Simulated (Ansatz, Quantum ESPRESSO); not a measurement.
Given: the input of a run of Quantum ESPRESSO 7.5 (ASE script) on Pb (Lead). 

File run.py:

```python
import numpy as np
from ase.calculators.espresso import Espresso, EspressoProfile
from ase.io import read

atoms = read('Pb.xyz')

input_data = {
    'control': {'calculation': 'scf', 'prefix': 'pwscf', 'outdir': './tmp', 'tprnfor': True, 'tstress': True, 'disk_io': 'low'},
    'system': {'ecutwfc': 45.0, 'ecutrho': 360.0, 'nbnd': 13, 'occupations': 'smearing', 'smearing': 'fd', 'degauss': 0.00367493},
    'electrons': {'conv_thr': 2e-10, 'electron_maxstep': 120, 'mixing_beta': 0.5},
}
pseudopotentials = {'Pb': 'pb_pbesol_v1.uspp.F.UPF'}
profile = EspressoProfile(command='mpirun -n 2 pw.x -nk 2', pseudo_dir='pseudo')
dft = Espresso(profile=profile, input_data=input_data, pseudopotentials=pseudopotentials, kpts=(9, 9, 9), koffset=(0, 0, 0))
atoms.calc = dft

from ase.optimize import LBFGS
from ase.filters import FrechetCellFilter
done = LBFGS(FrechetCellFilter(atoms), trajectory='opt.traj').run(fmax=0.02, steps=30)
print('converged', done)
print('cell (A)', np.round(atoms.cell.cellpar(), 5))
print(f'energy {atoms.get_potential_energy():.8f} eV')
print('forces (eV/A)')
print(np.round(atoms.get_forces(), 6))
print('stress (eV/A^3, Voigt)')
print(np.round(atoms.get_stress(), 8))
print(f'Fermi level {dft.get_fermi_level():.4f} eV')
```

Contents of Pb.xyz:

```xyz
1
Lattice="0.0000000000 2.4750200000 2.4750200000 2.4750200000 0.0000000000 2.4750200000 2.4750200000 2.4750200000 0.0000000000" Properties=species:S:1:pos:R:3 pbc="T T T"
Pb     0.0000000000      0.0000000000      0.0000000000
```

Potentials or basis: GBRV 1.5 PBEsol.

Run with:

```bash
$ OMP_NUM_THREADS=1 python run.py
```

Question: Set up the same calculation for Ansatz 0.2.0. Potentials or basis there: all-electron LAPW, scalar-relativistic.

Answer: As run (cutoffs and basis follow the program's own potentials, and thresholds, step limits or extra output files can differ):

Contents of input.yaml:

```yaml
crystal:
  lattice:
    - [0.0, 2.47502, 2.47502]
    - [2.47502, 0.0, 2.47502]
    - [2.47502, 2.47502, 0.0]
  atoms:
    - { symbol: Pb, position: [0.0, 0.0, 0.0] }
kpoints:
  mp_grid: { grid: [9, 9, 9] }
scf:
  occupations: { method: fermi_dirac, width: 0.05 }
hamiltonian:
  xc: pbesol
  pseudopotentials: { kind: all_electron, lapw: { basis_error: 0.001 } }
output:
  forces: true
  stress: true
relax:
  f_tol: 0.005
  max_steps: 60
  cell: {}
```

Potentials or basis: all-electron LAPW, scalar-relativistic.

Command:

```sh
$ ansatz run input.yaml --threads 1 --pin off --max-ram 3072MiB --backend cpu --events-out ev --progress --plain --runs-dir out
```

Both were run:

|  | Quantum ESPRESSO | Ansatz |
| --- | --- | --- |
| Relaxed volume | 29.79 Å³/atom | 29.94 Å³/atom |
| Relaxed cell | a = 3.480 Å, b = 3.480 Å, c = 3.480 Å, α = 60.00°, β = 60.00°, γ = 60.00° | a = 3.486 Å, b = 3.486 Å, c = 3.486 Å, α = 60.00°, β = 60.00°, γ = 60.00° |
| Space group after relaxing | Fm-3m (No. 225) | Fm-3m (No. 225) |
| Pressure after relaxing | 0.0 GPa | 0.0 GPa |

Where Ansatz's input types no cutoff or centring, it takes its own default and a Γ-centred mesh.

Pressure is positive in compression.
